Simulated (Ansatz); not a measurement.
# In2Sb: convergence and cost

This session on In2Sb sets out to see how the k-point mesh moves the results.

Method: DFT PBEsol, scalar-relativistic, plane waves, PAW, in Ansatz 0.2.0.

## 1. Starting point

Symmetry: P6_3/mmc, No. 194, hexagonal system. The conventional cell has a = 5.380 Å, b = 5.380 Å, c = 6.723 Å, α = 90.00°, β = 90.00°, γ = 120.00°. In (site symmetry -6m2) is surrounded by 5 Sb at 3.11 to 3.36 Å and 6 In at 3.53 Å. In (site symmetry -3m) has 8 In at 3.36 to 3.53 Å and 6 Sb at 3.53 Å in its first shell of neighbours. Sb (site symmetry -6m2) is surrounded by 11 In at 3.11 to 3.53 Å.

Coordinates:

```cif
data_structure
_symmetry_space_group_name_H-M 'P6_3/mmc'
_symmetry_Int_Tables_number 194
_cell_length_a 5.3799
_cell_length_b 5.3799
_cell_length_c 6.7226
_cell_angle_alpha 90.000
_cell_angle_beta 90.000
_cell_angle_gamma 120.000
_cell_volume 168.51
loop_
_atom_site_label
_atom_site_type_symbol
_atom_site_symmetry_multiplicity
_atom_site_Wyckoff_symbol
_atom_site_fract_x
_atom_site_fract_y
_atom_site_fract_z
_atom_site_occupancy
In1 In 2 d 0.66667 0.33333 0.25000 1
In2 In 2 a 0.00000 0.00000 0.50000 1
Sb1 Sb 2 c 0.66667 0.33333 0.75000 1
```

The structure comes from the Materials Project (structure only); it is used as listed.

## 2. The base input

Contents of input.yaml:

```yaml
crystal:
  lattice:
    - [5.3799042018, 0.0, 0.0]
    - [-2.6899521009, 4.6591337087, 0.0]
    - [0.0, 0.0, 6.722552]
  atoms:
    - { symbol: In, position: [0.66666667, 0.33333333, 0.25] }
    - { symbol: In, position: [0.33333333, 0.66666667, 0.75] }
    - { symbol: In, position: [0.0, 0.0, 0.5] }
    - { symbol: In, position: [0.0, 0.0, 0.0] }
    - { symbol: Sb, position: [0.66666667, 0.33333333, 0.75] }
    - { symbol: Sb, position: [0.33333333, 0.66666667, 0.25] }
basis:
  ecutwfc: 420
kpoints:
  mp_grid: { grid: [12, 12, 6] }
hamiltonian:
  xc: pbesol
scf:
  occupations: { method: gaussian, width: 0.1 }
output:
  forces: true
  stress: true
  eigenvalues: true
  populations: true
```

Its results, from an earlier run: -5819.6187 eV/atom at zero smearing, pressure -2.56 GPa, largest force 0.000 eV/Å, no gap on the mesh, in 7 SCF cycles and 25 s.

## 3. K-point mesh: 1×1×1

Contents of input.yaml:

```yaml
crystal:
  lattice:
    - [5.3799042018, 0.0, 0.0]
    - [-2.6899521009, 4.6591337087, 0.0]
    - [0.0, 0.0, 6.722552]
  atoms:
    - { symbol: In, position: [0.6666666667, 0.3333333333, 0.25] }
    - { symbol: In, position: [0.3333333333, 0.6666666667, 0.75] }
    - { symbol: In, position: [0.0, 0.0, 0.5] }
    - { symbol: In, position: [0.0, 0.0, 0.0] }
    - { symbol: Sb, position: [0.6666666667, 0.3333333333, 0.75] }
    - { symbol: Sb, position: [0.3333333333, 0.6666666667, 0.25] }
basis:
  ecutwfc: 420
kpoints:
  mp_grid: { grid: [1, 1, 1] }
hamiltonian:
  xc: pbesol
scf:
  occupations: { method: gaussian, width: 0.1 }
output:
  forces: true
  stress: true
  eigenvalues: true
```

Run with:

```console
$ ansatz run input.yaml --threads 1 --pin off --max-ram 2560MiB --backend cpu --events-out ev --progress --plain --runs-dir out
```

## 4. K-point mesh set to 3×3×1

input.yaml: that of step 3 with these lines changed.

```diff
@@ -15,3 +15,3 @@
 kpoints:
-  mp_grid: { grid: [1, 1, 1] }
+  mp_grid: { grid: [3, 3, 1] }
 hamiltonian:
```

## 5. K-point mesh: 3×3×2

input.yaml: that of step 4 with these lines changed.

```diff
@@ -15,3 +15,3 @@
 kpoints:
-  mp_grid: { grid: [3, 3, 1] }
+  mp_grid: { grid: [3, 3, 2] }
 hamiltonian:
```

## 6. K-point mesh: 3×3×4

input.yaml: that of step 5 with these lines changed.

```diff
@@ -15,3 +15,3 @@
 kpoints:
-  mp_grid: { grid: [3, 3, 2] }
+  mp_grid: { grid: [3, 3, 4] }
 hamiltonian:
```

## 7. K-point mesh set to 6×6×4

input.yaml: that of step 6 with these lines changed.

```diff
@@ -15,3 +15,3 @@
 kpoints:
-  mp_grid: { grid: [3, 3, 4] }
+  mp_grid: { grid: [6, 6, 4] }
 hamiltonian:
```

## 8. K-point mesh set to 6×6×6

input.yaml: that of step 7 with these lines changed.

```diff
@@ -15,3 +15,3 @@
 kpoints:
-  mp_grid: { grid: [6, 6, 4] }
+  mp_grid: { grid: [6, 6, 6] }
 hamiltonian:
```

## 9. K-point mesh: 12×12×8

input.yaml: that of step 8 with these lines changed.

```diff
@@ -15,3 +15,3 @@
 kpoints:
-  mp_grid: { grid: [6, 6, 6] }
+  mp_grid: { grid: [12, 12, 8] }
 hamiltonian:
```

## 10. K-point mesh set to 12×12×10

input.yaml: that of step 9 with these lines changed.

```diff
@@ -15,3 +15,3 @@
 kpoints:
-  mp_grid: { grid: [12, 12, 8] }
+  mp_grid: { grid: [12, 12, 10] }
 hamiltonian:
```

## 11. K-point mesh set to 18×18×10

input.yaml: that of step 10 with these lines changed.

```diff
@@ -15,3 +15,3 @@
 kpoints:
-  mp_grid: { grid: [12, 12, 10] }
+  mp_grid: { grid: [18, 18, 10] }
 hamiltonian:
```

## 12. K-point mesh: 18×18×12

input.yaml: that of step 11 with these lines changed.

```diff
@@ -15,3 +15,3 @@
 kpoints:
-  mp_grid: { grid: [18, 18, 10] }
+  mp_grid: { grid: [18, 18, 12] }
 hamiltonian:
```

(Steps that only read results are left out.)

**Question.** What does this series show?

As calculated:

```
                                               quantity                           value
k-point mesh: within 10 and 1 meV/atom of 18×18×12 from  12×12×6 for 10; 18×18×10 for 1
```

What this shows: In the sweep of the k-point mesh, 18×18×10 already comes within 1 meV/atom of the reference, and so do all later runs. The reference is only the best run made, not a proven limit. The gaps on the coarsest meshes are artefacts of sampling: the crystal is a metal on the dense ones. The error changes sign along the series, since a k mesh isn't variational, and a metal needs dense meshes to resolve its Fermi surface. Spin-orbit coupling is left out, which matters for the bands of Sb.
